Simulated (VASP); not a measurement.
# SiSe2 (Ibam) in VASP: notebook, part 3 of 3

VASP 6.6.1. Earlier steps stand in the parts before.

### 5 Relaxation of cell and atoms, PBE

This run uses another cell than the first one, of 36.25 Å³/atom, 1.188 times its volume.

Contents of INCAR:

```
PREC = Accurate
ENCUT = 600
EDIFF = 1E-7
ISMEAR = 0
SIGMA = 0.03
LREAL = F
LASPH = T
NELM = 80
ALGO = Normal
ISIF = 3
LWAVE = F
LCHARG = F
GGA = PE
IBRION = 2
NSW = 90
EDIFFG = -0.005
KPAR = 2
```

Contents of KPOINTS:

```
regular mesh
0
Gamma
  6 6 6
```

Contents of POSCAR:

```
SiSe2                                   
1.0
   -3.3154179628      5.5299813223      2.9657021307
    3.3154179628     -5.5299813223      2.9657021307
    3.3154179628      5.5299813223     -2.9657021307
  Si              Se            
     2     4
Direct
     0.7500000000000000    0.7500000000000000    0.0000000000000000
     0.2500000000000000    0.2500000000000000    0.0000000000000000
     0.1119599194212410    0.1891710427153968    0.3011309621366450
     0.8880400805787592    0.8108289572846031    0.6988690378633549
     0.3880400805787590    0.6891710427153969    0.0772111332941566
     0.6119599194212408    0.3108289572846032    0.9227888667058436
```

Potentials or basis: VASP PAW PBE potentials, release 64 (Si, Se).

The run is started by

```console
$ cat potpaw_PBE.64/Si/POTCAR potpaw_PBE.64/Se/POTCAR > POTCAR
$ mpirun -np 2 vasp_std > vasp.out
```

OUTCAR:

```text
PREC = Accurate
   ENCUT = 600
   EDIFF = 1E-7
   ISMEAR = 0
   LREAL = F
   LASPH = T
   NELM = 80
   ISIF = 3
   GGA = PE
   IBRION = 2
   NSW = 90
   EDIFFG = -0.005

 ion  position               nearest neighbor table
   1  0.750  0.750  0.000-   6 2.30   3 2.30   4 2.30   5 2.30   2 2.97   2 2.97
   2  0.250  0.250  0.000-   5 2.30   4 2.30   3 2.30   6 2.30   1 2.97   1 2.97
   3  0.112  0.189  0.301-   1 2.30   2 2.30
   4  0.888  0.811  0.699-   2 2.30   1 2.30
   5  0.388  0.689  0.077-   2 2.30   1 2.30
   6  0.612  0.311  0.923-   1 2.30   2 2.30

  LATTYP: Found a body centered orthorhombic cell.
 ALAT       =     5.9314042614
 B/A-ratio  =     1.1179200799
 C/A-ratio  =     1.8646448897

  Lattice vectors:

 A1 = (   3.3154179628,   5.5299813223,  -2.9657021307)
 A2 = (  -3.3154179628,   5.5299813223,   2.9657021307)
 A3 = (   3.3154179628,  -5.5299813223,   2.9657021307)

Analysis of symmetry for initial positions (statically):
=====================================================================
 Subroutine PRICEL returns:
 Original cell was already a primitive cell.

 Routine SETGRP: Setting up the symmetry group for a
[... 188 lines left out ...]
  -------------------------------------------------------------------------------------
  Total       -0.0065924      0.0004719      0.0378970      0.0000000      0.0000000      0.0000000
  in kB       -0.0485629      0.0034762      0.2791684      0.0000000      0.0000000      0.0000000
  external PRESSURE =       0.0780272 kB  Pullay stress =       0.0000000 kB
[... 67 lines left out ...]
--------------------------------------- Ionic step        3  -------------------------------------------

 number of electron      32.0000000 magnetization

 Free energy of the ion-electron system (eV)
  ---------------------------------------------------
  ext. energy  EPLUGINS =         0.00000000
  ---------------------------------------------------
  free energy    TOTEN  =       -27.59833423 eV

  energy without entropy =      -27.59833423  energy(sigma->0) =      -27.59833423

 E-fermi :   0.2529     XC(G=0):  -7.0027

 val. band max:        0.0853446475   @ k =  -0.3333   0.3333   0.3333
 cond. band min:       2.3310735618   @ k =   0.5000  -0.3333   0.3333
 fundamental gap:      2.2457289143
 Fermi energy:         0.2528724342

 k-point     1 :       0.0000    0.0000    0.0000
  band No.  band energies     occupation
      1     -13.9759      2.00000
      2     -12.3799      2.00000
      3     -12.0356      2.00000
      4     -11.9915      2.00000
      5      -7.3884      2.00000
      6      -6.0443      2.00000
[... 541 lines left out ...]
     19       3.9879      0.00000
     20       3.9879      0.00000

 [... further k-points ...]

------------------------ aborting loop because EDIFF is reached ----------------------------------------

  FORCE on cell =-STRESS in cart. coord.  units (eV):
  Direction    XX          YY          ZZ          XY          YZ          ZX
  --------------------------------------------------------------------------------------
  -------------------------------------------------------------------------------------
  Total        0.0186345      0.0256623      0.0061822      0.0000000      0.0000000      0.0000000
  in kB        0.1372080      0.1889543      0.0455202      0.0000000      0.0000000      0.0000000
  external PRESSURE =       0.1238942 kB  Pullay stress =       0.0000000 kB
[... 21 lines left out ...]
  FREE ENERGIE OF THE ION-ELECTRON SYSTEM (eV)
  ---------------------------------------------------
  free  energy   TOTEN  =       -27.5983342292 eV

  energy  without entropy=      -27.5983342292  energy(sigma->0) =      -27.59833423

 reached required accuracy - stopping structural energy minimisation
```

OSZICAR:

```text
N       E                     dE             d eps       ncg     rms          rms(c)
DAV:   1     0.189734824901E+03    0.18973E+03   -0.12944E+04  1840   0.142E+03
DAV:   2    -0.974454242709E+01   -0.19948E+03   -0.19294E+03  2584   0.206E+02
[... 20 lines left out ...]
   2 F= -.27598325E+02 E0= -.27598325E+02  d E =-.230779E-04
       N       E                     dE             d eps       ncg     rms          rms(c)
DAV:   1    -0.275983376619E+02   -0.12536E-04   -0.62986E-04  2020   0.135E-01    0.127E-02
DAV:   2    -0.275983351866E+02    0.24753E-05   -0.33099E-05  2360   0.306E-02    0.617E-03
DAV:   3    -0.275983343113E+02    0.87527E-06   -0.27178E-06  2120   0.863E-03    0.322E-03
DAV:   4    -0.275983342101E+02    0.10124E-06   -0.41592E-07  2132   0.347E-03    0.143E-03
DAV:   5    -0.275983342292E+02   -0.19072E-07   -0.32619E-08  1064   0.109E-03
   3 F= -.27598334E+02 E0= -.27598334E+02  d E =-.321578E-04
```

CONTCAR:

```text
SiSe2
   1.00000000000000
    -3.3151015144964888    5.5300191042709947    2.9673293766957696
     3.3151015144964888   -5.5300191042709947    2.9673293766957696
     3.3151015144964888    5.5300191042709947   -2.9673293766957696
  Si              Se
     2     4
Direct
     0.7500000000000000    0.7500000000000000    0.0000000000000000
     0.2500000000000000    0.2500000000000000    0.0000000000000000
     0.1118938045400815    0.1891162977398063    0.3010101022799020
     0.8881061954599185    0.8108837022601937    0.6989898977200980
     0.3881061954599185    0.6891162977398063    0.0772225031997256
     0.6118938045400815    0.3108837022601937    0.9227774968002743

  0.00000000E+00  0.00000000E+00  0.00000000E+00
  0.00000000E+00  0.00000000E+00  0.00000000E+00
  0.00000000E+00  0.00000000E+00  0.00000000E+00
  0.00000000E+00  0.00000000E+00  0.00000000E+00
  0.00000000E+00  0.00000000E+00  0.00000000E+00
  0.00000000E+00  0.00000000E+00  0.00000000E+00
```

It took 4.2 min on 2 MPI ranks of Intel Xeon 6975P-C (Granite Rapids), shared host; peak memory 0.64 GiB.

Results:

| Item | Value |
| --- | --- |
| Free energy | -27.5983 eV |
| Relaxed volume | 36.27 Å³/atom |
| Relaxed cell | a = 7.098 Å, b = 7.098 Å, c = 7.098 Å, α = 124.31°, β = 77.64°, γ = 130.57° |
| Space group after relaxing (to 0.05 Å) | Ibam (No. 72) |
| Energy gained by relaxing | 0.0 meV/atom |
| Ionic steps | 3 |
| Pressure after relaxing | 0.0 GPa |
| Largest force after relaxing | 0.003 eV/Å |
| Band gap on the k mesh | 2.25 eV, indirect (least direct gap 2.32 eV) |

Forces in eV/Å, atoms in the order of the input:
```
Si   0.000  0.000  0.000
Si   0.000  0.000  0.000
Se   0.001 -0.003  0.000
Se  -0.001  0.003  0.000
Se   0.001  0.003  0.000
Se  -0.001 -0.003  0.000
```

Final structure:
```xyz
6
Lattice="-3.3151 5.5300 2.9673 3.3151 -5.5300 2.9673 3.3151 5.5300 -2.9673" Properties=species:S:1:pos:R:3 pbc="T T T"
Si    0.0000    0.0000    4.4510
Si    0.0000    0.0000    1.4837
Se    1.2539    1.2376    0.0000
Se    2.0612    4.2925    2.9673
Se    1.2539   -1.2376    2.9673
Se    2.0612    6.7676    0.0000
```

A k mesh can miss the band edges.
